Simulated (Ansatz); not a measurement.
## GaAs under changes of volume

One of the cells (19.593 Å³/atom); the others are scaled copies at fixed shape and fractional positions:

```
CELL_PARAMETERS angstrom
0.00000 2.69589 2.69589
2.69589 0.00000 2.69589
2.69589 2.69589 0.00000
ATOMIC_POSITIONS crystal
Ga 0.00000 0.00000 0.00000
As 0.50000 0.50000 0.50000
```

The cell was built by a generator and needn't be a form met in nature.

| Property | Result |
| --- | --- |
| Program | Ansatz 0.2.0 |
| Functional | PBE |
| Potentials or basis | Ansatz PAW |
| Cutoff | 420 eV (not typed: the program's choice for these potentials) |
| k mesh | 9 × 9 × 9 |
| Occupations | fermi-dirac, width 0.05 eV |
| Spin | no spin polarisation |

```tsv
volume (Å³/atom)	energy over the lowest point (meV/atom)	pressure (GPa)
18.418	?	?
18.810	7.29	3.1
19.201	1.79	1.5
19.593	0.00	0.0
19.985	1.63	-1.3
20.377	6.36	-2.5
20.769	13.86	-3.6
```

What does the run at 18.418 Å³/atom give?

Energy over the lowest point 17.13 meV/atom; pressure 5.0 GPa.

Worked out: A Birch-Murnaghan fit of order 3 (a polynomial in V^(-2/3)) to the other rows has its minimum at 19.59 Å³/atom with B0 = V·E''(V) = 69 GPa and B' = 3.9. It gives 16.96 meV/atom at 18.418 Å³/atom, against the run's 17.13, and -dE/dV = 4.9 GPa, against 5.0.

Energies are extrapolated to zero smearing.
